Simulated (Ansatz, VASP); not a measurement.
# One calculation of MgS, two programs

Contents of INCAR:

```
ALGO = Normal
EDIFF = 1E-6
ENCUT = 520
ISIF = 2
ISMEAR = -1
LASPH = T
LCHARG = T
LELF = T
LREAL = F
LVHAR = T
LWAVE = F
NBANDS = 11
NELM = 60
PREC = Accurate
SIGMA = 0.01
```

Contents of KPOINTS:

```
k-points
0
Gamma
  8 8 8
```

Contents of POSCAR:

```
MgS
1.0
    0.0000000000      2.6188799723      2.6188799723
    2.6188799723      0.0000000000      2.6188799723
    2.6188799723      2.6188799723      0.0000000000
Mg S
1 1
Direct
    0.0000000000      0.0000000000      0.0000000000
    0.5000000000      0.5000000000      0.5000000000
```

Input for Ansatz:

```yaml
crystal:
  lattice:
    - [0.0, 2.6188799723, 2.6188799723]
    - [2.6188799723, 0.0, 2.6188799723]
    - [2.6188799723, 2.6188799723, 0.0]
  atoms:
    - { symbol: Mg, position: [0.0, 0.0, 0.0] }
    - { symbol: S, position: [0.5, 0.5, 0.5] }
kpoints:
  mp_grid: { grid: [8, 8, 8] }
scf:
  occupations: { method: fermi_dirac, width: 0.01 }
hamiltonian:
  xc: lda
  pseudopotentials: { kind: all_electron, lapw: { basis_error: 0.00025 } }
output:
  forces: true
  stress: true
  eigenvalues: true
```

Change from the starting cell: volume scaled by 1.02.

Alike in both runs: task single point; functional LDA; k mesh 8 × 8 × 8; occupations fermi-dirac, width 0.01 eV; no spin polarisation.

|  | VASP | Ansatz |
| --- | --- | --- |
| version | VASP 6.6.1 | Ansatz 0.2.0 |
| potentials or method | VASP PAW LDA potentials, release 64 (Mg, S) | all-electron LAPW, scalar-relativistic |
| plane-wave cutoff (eV) | 520 | see its input |

```csv
,VASP,Ansatz,Ansatz less VASP
gap on the k mesh at the Fermi level (eV),2.52,2.52,+0.005
pressure (GPa),-5.2,-4.6,+0.58
```

Ansatz ran all-electron here, so the differences hold the error of VASP's frozen core and of both bases.

A k mesh can miss the band edges.
